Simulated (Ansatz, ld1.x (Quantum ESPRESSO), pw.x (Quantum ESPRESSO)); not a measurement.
# Rh: one change to the RRKJ potential, in the atom and in the sc crystal

* Element: rhodium (Rh)
* Generator: ld1.x (Quantum ESPRESSO) 7.5
* Type: norm-conserving RRKJ (Kleinman–Bylander form)
* Functional: PBE
* Relativity: scalar-relativistic
* Frozen core: [Kr]
* Valence charge: 9
* Reference configuration: 4d8 5s1 5p0
* Partial waves: 5p (bound, empty): rc 2.55 bohr; 4d (bound): rc 2.05 bohr; 5s (bound): rc 2.80 bohr
* Local potential: the s channel
* Core correction: none

Change: wave 5p (bound): rc 2.55 bohr becomes 5p (bound): rc 3.20 bohr.

Cutoffs, loose and tight: the cutoffs (Ry, on a coarse ladder) from which the occupation-weighted sum of valence levels, in a spherical-Bessel basis at the reference potential, stays within 10 and 1 mRy of its value at 400 Ry. They do not see the model core or the augmentation charge, which bear on the density cutoff. Test errors are all-electron minus pseudo excitation energies from the reference, over the configurations 4d8 5s0 5p0; 4d7 5s0 5p0; 4d6 5s0 5p0; 4d7 5s1 5p1; 4d7 5s1 5p0; 4d7 5s2 5p0; 4d8.5 5s0.5 5p0; variants that change the core or the reference have their own tests.

Crystal test: sc Rh in pw.x 7.5, no spin, 13³ k-points, Fermi–Dirac smearing 0.01 Ry, cutoffs set for each file from its atomic test. The reference is all-electron LAPW (Ansatz 0.2.0) with the same functional, mesh and smearing; V0 and B0 come from Birch–Murnaghan fits to the pressures at five volumes. Errors are pseudo minus all-electron; Δ is the rms difference of the E(V) curves that follow from these fits, minima aligned, over ±6 % about the mean V0. Mesh and smearing are coarse, so the numbers serve the comparison and aren't converged zero-temperature values; the lattice is a test structure that the element need not adopt.

All-electron: a0 = 2.539 Å (V0 = 16.37 Å³/atom), B0 = 179.8 GPa.

Does the change bring the crystal closer to the all-electron result?

The mean pressure error goes from +10.04 to +9.14 GPa, a small move against the size of the error. Neither pressure curve crosses zero within the volumes sampled, so no fits are given.

```tsv
quantity	base	changed
outcome (atom)	generated	generated
cutoff, loose (atom)	40 Ry	40 Ry
cutoff, tight (atom)	45 Ry	45 Ry
bound ghosts (atom)	none	none
largest test error (meV) (atom)	-372	-372
cutoffs in pw.x (Ry)	55/220	55/220
mean pressure error (GPa)	+10.04	+9.14
```

Base: The largest radius (2.80 bohr) exceeds half the bond length (2.40 bohr), so the spheres overlap, which is one possible source of error among others. This is a poor potential for the solid. Changed file: The largest radius (3.20 bohr) exceeds half the bond length (2.40 bohr), so the spheres overlap, which is one possible source of error among others. This is a poor potential for the solid. The atomic cutoffs weigh occupied waves only.
